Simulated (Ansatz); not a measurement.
**CuO, single point**

The cell (4 atoms) is CuO as an experimental structure (space group C2/c). Source: COD entry 9016105; it may be a high-temperature, high-pressure or metastable form.

Level of theory: DFT, PBE, PAW, plane waves, scalar-relativistic (Ansatz development build ahead of 0.2.0).

The input:

```yaml
crystal:
  lattice:
    - [2.34165, -1.7104, 0.0]
    - [2.34165, 1.7104, 0.0]
    - [-0.85251, 0.0, 5.05806]
  atoms:
    - { symbol: Cu, position: [0.0, 0.5, 0.0] }
    - { symbol: Cu, position: [0.5, 0.0, 0.5] }
    - { symbol: O, position: [0.5821, 0.4179, 0.25] }
    - { symbol: O, position: [0.4179, 0.5821, 0.75] }
hamiltonian:
  xc: pbe
  pseudopotentials: { kind: paw }
basis:
  ecutwfc: 420
kpoints:
  mp_grid: { grid: [7, 7, 4] }
scf:
  occupations: { method: gaussian, width: 0.1 }
  lower_state_search: "off"
output:
  forces: true
  stress: true
```

Command:
```sh
ansatz run input.yaml --threads 2 --pin off --max-ram 5120MiB --backend cpu --events-out ev --progress --plain --runs-dir out
```

Program output, abridged:

```
Pseudopotentials: kind: paw
Pseudopotential: Cu, paw, valence charge 19, recommended cutoff 420 eV (normal), Cu.paw.azcp
Pseudopotential: O, paw, valence charge 6, recommended cutoff 420 eV (normal), O.paw.azcp
Functional definition: PBE
Crystal: 4 atoms, lattice volume = 40.517 Å³
Basis set: ecut = 420 eV, 787 PW (Γ), exchange–correlation on 40×40×72 points (8 copies of the dense FFT grid, shifted against one another)
Bands: 29, of which v1, the nominal top of the filled ones, is band 25 counted from 1 (24 counted from 0)
Symmetry: 4 space group operations
Space group: C2/c (ITA 15), of the structure as read, at distance tolerance 3.4e-5 Å
k-points: 60 of 196
Non-local potential: Cu, projectors of the file, l = 0: 3, l = 1: 2, l = 2: 3, l = 3: 1
Non-local potential: O, projectors of the file, l = 0: 2, l = 1: 2, l = 2: 1
Initial density: superposition of atomic densities (neutral atoms: chi_scale 0, normalization atom), corrected by the library's trained network
Initial wavefunctions: pseudopotential atomic-orbital guess
Functional: x = pbe(κ = 0.804, μ = 0.2195149727645171), c = pbe(β = 0.06672455060314922)
SCF iter   1: F=—  HF=-14382.356075 eV  |F-HF|=—  |Δ(HF+E_count)|=         —  Δρ=4.91e-3  dr2=2.39e-3  ethr=1.77e-3  ⟨swp⟩=5.0  Hψ=5863  notcnv=0
preconditioner: auto → Kerker (q_TF=auto, 2.826 Å⁻¹)  [metal: Δε(μ)=0.031 eV  Ē_g=10.236 eV  σ=0.100 eV  W_gap=0.17  n_scr=20 (ndim 8)  ℏωp=34.0 eV  f_vac=0.000  D(μ)=2.43/eV (n_scr^D=26)]
SCF iter   2: F=—  HF=-14382.355574 eV  |F-HF|=—  |Δ(HF+E_count)|=   5.01e-4  Δρ=2.42e-3  dr2=7.29e-4  ethr=4.78e-6  ⟨swp⟩=2.0  Hψ=3209  notcnv=0
SCF iter   3: F=—  HF=-14382.355430 eV  |F-HF|=—  |Δ(HF+E_count)|=   1.44e-4  Δρ=4.04e-4  dr2=5.15e-5  ethr=1.46e-6  ⟨swp⟩=2.8  Hψ=2613  notcnv=0
SCF iter   4: F=—  HF=-14382.355446 eV  |F-HF|=—  |Δ(HF+E_count)|=   1.55e-5  Δρ=1.36e-4  dr2=6.55e-6  ethr=1.03e-7  ⟨swp⟩=2.2  Hψ=2777  notcnv=0
SCF iter   5: F=—  HF=-14382.355447 eV  |F-HF|=—  |Δ(HF+E_count)|=   1.14e-6  Δρ=4.34e-5  dr2=6.60e-7  ethr=1.31e-8  ⟨swp⟩=2.0  Hψ=2753  notcnv=0
SCF iter   6: F=-14382.355447 eV  HF=-14382.355447 eV  |F-HF|=8.82e-8  |Δ(HF+E_count)|=   2.25e-7  Δρ=2.12e-5  dr2=7.92e-8  ethr=2.00e-10  ⟨swp⟩=4.0  Hψ=6499  notcnv=0
SCF 1 converged in 6 iterations: F = -14382.355447 eV  dr2 = 7.92e-8
  greatest PAW one-centre occupation: 1.000 electrons in one spin orbital (limit 2), on the Cu atom at site 1 (counted from 0), in its partial waves of l = 0
SCF converged after 6 iterations
Free energy (F): -14382.355447 eV
Harris-Foulkes:  -14382.355447 eV  (|F-HF|=8.82e-8)
Internal energy: -14382.343264 eV  (E = F + TS)
E sigma→0 (E₀):  -14382.349355 eV
Entropy (-TS):   -0.012183 eV (-3.046 meV/atom)
Fermi energy:    12.272580 eV
--- Per-component energies (eV) ---
  E_band       = -853.713436
  E_kinetic    = 943.204914
  E_local      = -9660.181777  (includes V_loc(G=0)·N_el)
  E_nonlocal   = 879.196799
  E_hartree    = 4185.347344
  E_xc         = -323.948809
  E_vxc        = -415.873792  (∫ρ·V_xc dr)
  E_paw        = -3639.829523  (= ΣΔE_a)
  E_vpaw       = -970.786590  (= ΣTr[D̂ρ^β])
  E_aug_tail   = 0.005564  (compensation charges beyond the density's cutoff)
  E_ewald      = -6766.137776
  E_smearing   = -0.012183  (= −TS)
  E_closure    = -0.000000  (closes the sum)
  Σ components = -14382.355447   (vs F -14382.355447, Δ=0.00e0)
--- Forces (eV/Å), atoms counted from 1 ---
  atom   1  Cu    -0.00000000     0.00000000     0.00000000
  atom   2  Cu     0.00000000    -0.00000000     0.00000000
  atom   3  O      0.00000000     0.28925885     0.00000000
  atom   4  O      0.00000000    -0.28925885     0.00000000
  max |Σ_I F_I| component: 2.21e-29 eV/Å
--- Stress (GPa, compression-positive) ---
        5.551883      -0.000000      -1.130439
       -0.000000       6.985457      -0.000000
       -1.130436      -0.000000       4.795404
  P = ⅓ Tr σ = 5.7776 GPa (57.776 kbar)
```

A semilocal functional without U tends to delocalise d and f electrons, and can give a metal where the real compound is an insulator.

The run took 1.5 s on 2 threads of Arm Neoverse V2 (shared host), peak memory 0.34 GiB.
